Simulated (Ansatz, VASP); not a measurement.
**SiO2: VASP beside Ansatz**

```
CELL_PARAMETERS angstrom
-2.44496 2.44496 3.66481
2.44496 -2.44496 3.66481
2.44496 2.44496 -3.66481
ATOMIC_POSITIONS crystal
Si 0.00000 0.00000 0.00000
Si 0.75000 0.25000 0.50000
O 0.98845 0.62500 0.86345
O 0.37500 0.23845 0.36345
O 0.76155 0.12500 0.13655
O 0.87500 0.01155 0.63655
```

Alike in both runs: functional PBE; k mesh 6 × 6 × 6; occupations gaussian, width 0.02 eV; no spin polarisation.

Ansatz relaxed the structure, and its values are those at the end. VASP's run is a single point on that final structure, the one shown.

|  | VASP | Ansatz |
| --- | --- | --- |
| version | VASP 6.6.1 | Ansatz 0.2.0 |
| potentials or method | VASP PAW PBE potentials, release 64 (Si, O) | scalar-relativistic, plane waves, PAW |
| plane-wave cutoff (eV) | 520 | 420 |
| valence electrons in the cell | 32 | 32 |

```csv
,VASP,Ansatz,Ansatz less VASP
gap on the k mesh at the Fermi level (eV),5.94,5.94,+0.002
least direct gap on the mesh (eV),5.94,5.94,+0.002
pressure (GPa),1.8,1.7,-0.13
```

The functional is the same, so the differences come from potentials, cutoffs and numerics.

A k mesh can miss the band edges. As with any semilocal functional, this PBE gap is likely too small.
